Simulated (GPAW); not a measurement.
A run of GPAW 26.7.0 is set up as follows.

File run.py:

```python
from ase.dft.bandgap import bandgap
from ase.io import read, write
from ase.units import Bohr, GPa
from gpaw import GPAW, PW
from gpaw.elf import elf_from_dft_calculation

atoms = read('ZrN.xyz')

calc = GPAW(mode=PW(800),
            xc='PBE',
            kpts={'size': (10, 10, 10), 'gamma': True},
            occupations={'name': 'methfessel-paxton', 'order': 0, 'width': 0.017},
            nbands=19,
            convergence={'density': 1e-05, 'energy': 1e-05},
            maxiter=150,
            txt='gpaw.txt')
atoms.calc = calc
energy = atoms.get_potential_energy()
forces = atoms.get_forces()
stress = atoms.get_stress()
calc.write('gs.gpw')
write('result.traj', atoms)
print(f'Energy: {energy:.6f} eV')
print('Forces (eV/A):')
print(forces.round(4))
print('Stress (GPa):', (stress / GPa).round(3))
print('Fermi level:', round(calc.get_fermi_level(), 4), 'eV')
print(f'Gap: {bandgap(calc)[0]:.4f} eV, direct: {bandgap(calc, direct=True)[0]:.4f} eV')

# fields on the real-space grid
write('density.cube', atoms, data=calc.get_pseudo_density() * Bohr**3)
write('potential.cube', atoms, data=calc.get_electrostatic_potential())
write('elf.cube', atoms, data=elf_from_dft_calculation(calc).data)
```

The input ZrN.xyz:

```xyz
2
Lattice="0.0000000000 2.3000000000 2.3000000000 2.3000000000 0.0000000000 2.3000000000 2.3000000000 2.3000000000 0.0000000000" Properties=species:S:1:pos:R:3 pbc="T T T"
Zr     2.3000000000      2.3000000000      2.3000000000
N      0.0000000000      0.0000000000      0.0000000000
```

Potentials or basis: GPAW PAW data sets (gpaw-data 1.2.1), pw.

Command:

```sh
$ OMP_NUM_THREADS=1 python run.py
```

(1) Predict the pressure.

(2) Predict the band gap on the k mesh.

Results:

(1) -2.8 GPa.

(2) none (metal or under the smearing width).
